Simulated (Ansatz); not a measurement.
## Fitting the RPBE energy curve of Pt

Symmetry: Fm-3m, No. 225, cubic system. The conventional cell has a = 3.922 Å, b = 3.922 Å, c = 3.922 Å, α = 90.00°, β = 90.00°, γ = 90.00°. Pt (site symmetry m-3m) has 12 Pt at 2.77 Å as nearest neighbours.

The cell was scaled at fixed shape and fractions and run with Ansatz, Ansatz PAW, cutoff 420 eV; RPBE, k mesh 9 × 9 × 9 on the cell of 1 atom, fermi-dirac occupations of 0.02 eV, spin-orbit coupling, no magnetisation. The potentials were made for PBE. Energies are those that the program minimises, any entropy of the smearing included. For a metal such a mesh isn't converged to the digits shown.

```csv
V (Å³/atom),energy over the lowest row (meV/atom)
14.1750,171.49
14.4766,111.49
14.7782,66.12
15.0798,33.70
15.3814,?
15.6830,1.90
15.9846,0.00
```

Fit the third-order Birch-Murnaghan form, give V0, B0 and B′, and predict the energy left open.

With y = (V0/V)^(2/3), E = E0 + (9 V0 B0/16) [(y - 1)³ B′ + (y - 1)² (6 - 4y)]. Least squares through the rows shown give V0 = 15.9010 Å³/atom, E0 = -0.31 meV, B0 = 229.1 GPa (1 eV/Å³ = 160.218 GPa) and B′ = 5.50, with a largest miss of 0.01 meV. At V = 15.3814 the form with these constants gives 12.74 meV; the run gave 12.74 meV an atom. Other set-ups at this level, from all their volumes (Å³/atom, GPa): Ansatz, all-electron LAPW, relativistic spinors: V0 15.897, B0 229.6. Measured volume: 15.1 Å³/atom at 300 K (a printed reference work), so the fit lies +5.3 % from it. The runs are for a static lattice.
